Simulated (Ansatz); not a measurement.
## HfN (WC-type structure)

Method: r²SCAN, scalar-relativistic; no spin polarisation; PAW, 500 eV, 12×12×12 k-mesh, Gaussian smearing of 0.05 eV; code Ansatz; PAW files: Ansatz's generated set soft_2.

```
Hf N
1.0
     3.08543    0.00000    0.00000
    -1.54272    2.67206    0.00000
     0.00000    0.00000    2.89086
Hf N
1 1
Direct
  0.00000 0.00000 0.00000
  0.66667 0.33333 0.50000
```

The start was a prototype's sites filled with these elements. The Crystallography Open Database lists the compound in space group Fm-3m (rock salt), so this is a trial structure.

The run above is the reference. The same cell was run again with other input settings; several of them aren't fit for production, so the rows show the settings' effect and aren't properties of the material.

```tsv
keys changed	outcome	ΔE (meV/atom)	P (GPa)	gap on the mesh (eV)	cell moment (μB)	largest force component (eV/Å)	SCF iterations	rough core-seconds	new warnings
none (reference)	converged	0.0	0.0	metal	–	0.000	–	–	–
hamiltonian.xc: "r2scan" → "rpbe"; basis.xc_grid: 2; scf.mixing.preconditioner: "local_kerker"	converged	–	8.5	metal	–	0.000	7	7	–
hamiltonian.hubbard: {"sites": [{"species": "Hf", "l": "d", "u_eff": 2.0}], "double_counting": "amf"}; scf.initial_density.chi_scale: 0.1; basis.ecutwfc: 500 → "450 eV"	converged	–	0.1	metal	–	0.000	8	21	cutoff below recommended; filled band counts differ across k points
scf.occupations.width: 0.05 → 0.1	converged	-0.3	0.0	metal	–	0.000	8	13	–
hamiltonian.xc: "r2scan" → "pbe"	converged	–	4.0	metal	–	0.000	7	8	–
basis.ecutrho_ratio: 4 → 6; hamiltonian.dispersion: "d3bj"	converged	–	-2.4	metal	–	0.000	8	21	dispersion damping borrowed
scf.n_extra_bands: 32	converged	0.0	0.0	metal	–	0.000	8	40	–
scf.initial_density.chi_scale: 0.1	converged	0.0	0.0	metal	–	0.000	8	15	–
```

These changes also left energy (to 0.1 meV/atom), pressure, gap, moment and forces as in the reference: scf.mixing.preconditioner: "local_kerker".

ΔE is the energy with the smearing extrapolated to zero. It is left out where the change alters the Hamiltonian or the spin treatment. The varied runs start from atomic densities (corrected by the program's trained start where that serves), with the default search for lower states unless a row changes it.

(1) What happens with these changes: kpoints.mp_grid.grid: [12, 12, 12] → [18, 18, 18]?

Answer:

(1) outcome converged, ΔE (meV/atom) -0.5, P (GPa) 0.1, gap on the mesh (eV) metal, largest force component (eV/Å) 0.000, SCF iterations 8, rough core-seconds 30.

Changing scf.initial_density.chi_scale only steers the path to self-consistency, so the energy stays within 0.5 meV/atom.

Changing scf.mixing.preconditioner only steers the path to self-consistency, so the energy stays within 0.5 meV/atom.

The pair part of a dispersion correction pulls inward (a three-body part mostly pushes out), and in metals and ionic crystals with large ions it often overbinds.

Of the reference: Spin–orbit coupling, which matters for such heavy elements, is left out. The cell is a metal with an odd number of electrons, and spin polarisation wasn't tried.
